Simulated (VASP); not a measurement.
Set up this calculation in VASP 6.6.1, as the native input.

```
Task                   : band structure
Functional             : PBE
Potentials or basis    : VASP PAW PBE potentials, release 54 (Al, O)
Cutoff                 : 520 eV
k mesh                 : 7 × 7 × 7
Occupations            : fermi-dirac, width 0.05 eV
Spin                   : no spin polarisation
Further INCAR settings : ALGO = Normal; EDIFF = 1e-06
```

Al2O3 (Corundum):

```xyz
10
Lattice="2.3803 1.3742 4.3319 -2.3803 1.3742 4.3319 0.0000 -2.7485 4.3319" Properties=species:S:1:pos:R:3 pbc="T T T"
Al    0.0000    0.0000   11.0743
Al    0.0000    0.0000    8.4191
Al    0.0000    0.0000    1.9213
Al    0.0000    0.0000    4.5765
O    -1.6503   -0.1099    5.4148
O     0.7300    1.4841    5.4148
O     0.9203   -1.3742    5.4148
O     1.6503    0.1099    7.5808
O    -0.7300   -1.4841    7.5808
O    -0.9203    1.3742    7.5808
```

The input as run:

POSCAR

```
Al2O3
1.0
    2.3802500000      1.3742379782      4.3318666667
   -2.3802500000      1.3742379782      4.3318666667
    0.0000000000     -2.7484759565      4.3318666667
Al O
4 6
Direct
    0.8521600000      0.8521600000      0.8521600000
    0.6478400000      0.6478400000      0.6478400000
    0.1478400000      0.1478400000      0.1478400000
    0.3521600000      0.3521600000      0.3521600000
    0.0566800000      0.7500000000      0.4433200000
    0.7500000000      0.4433200000      0.0566800000
    0.4433200000      0.0566800000      0.7500000000
    0.9433200000      0.2500000000      0.5566800000
    0.2500000000      0.5566800000      0.9433200000
    0.5566800000      0.9433200000      0.2500000000
```

INCAR.step1

```
SYSTEM = Al2O3
  ALGO = Normal
  EDIFF = 1E-6
  ENCUT = 520
  GGA = PE
  ISIF = 2
  ISMEAR = -1
  LASPH = .True.
  LCHARG = .True.
  LREAL = .False.
  LWAVE = .False.
  NELM = 80
  PREC = Accurate
  SIGMA = 0.05
```

KPOINTS.step1

```
k-points
0
Gamma
  7 7 7
  0 0 0
```

INCAR.step2

```
SYSTEM = Al2O3
  ALGO = Normal
  EDIFF = 1E-6
  ENCUT = 520
  GGA = PE
  ICHARG = 11
  ISIF = 2
  ISMEAR = 0
  LASPH = .True.
  LCHARG = .False.
  LREAL = .False.
  LWAVE = .False.
  NELM = 80
  PREC = Accurate
  SIGMA = 0.05
```

KPOINTS.step2

```
path GLB1,BZGX,QFP1Z,LP
15
line-mode
reciprocal
 0.0000000000  0.0000000000  0.0000000000  G
 0.5000000000  0.0000000000  0.0000000000  L

 0.5000000000  0.0000000000  0.0000000000  L
 0.5000000000  0.2337604794 -0.2337604794  B1

 0.7662395206  0.5000000000  0.2337604794  B
 0.5000000000  0.5000000000  0.5000000000  Z

 0.5000000000  0.5000000000  0.5000000000  Z
 0.0000000000  0.0000000000  0.0000000000  G

 0.0000000000  0.0000000000  0.0000000000  G
 0.3668802397  0.0000000000 -0.3668802397  X

 0.6331197603  0.3668802397  0.0000000000  Q
 0.5000000000  0.5000000000  0.0000000000  F

 0.5000000000  0.5000000000  0.0000000000  F
 0.6331197603  0.6331197603  0.2337604794  P1

 0.6331197603  0.6331197603  0.2337604794  P1
 0.5000000000  0.5000000000  0.5000000000  Z

 0.5000000000  0.0000000000  0.0000000000  L
 0.7662395206  0.3668802397  0.3668802397  P
```

Potentials or basis: VASP PAW PBE potentials, release 54 (Al, O).

Launch:

```console
$ cat potpaw_PBE.54/Al/POTCAR potpaw_PBE.54/O/POTCAR > POTCAR
$ cp INCAR.step1 INCAR
$ cp KPOINTS.step1 KPOINTS
$ mpirun -np 1 vasp_std > vasp.out
$ cp INCAR.step2 INCAR
$ cp KPOINTS.step2 KPOINTS
$ mpirun -np 1 vasp_std > vasp.out
```

Results of the run:

```json
{"Band gap on the k mesh": "6.22 eV, direct", "Band gap along the path": "6.22 eV, direct"}
```

Caveat: the log is that of the step along the path at fixed density, whose energy, stress, charges and moments have no meaning.

Run time: 3.8 min on 1 thread of AMD EPYC 9R14 (Zen 4), on a shared host, peak memory 0.35 GiB.
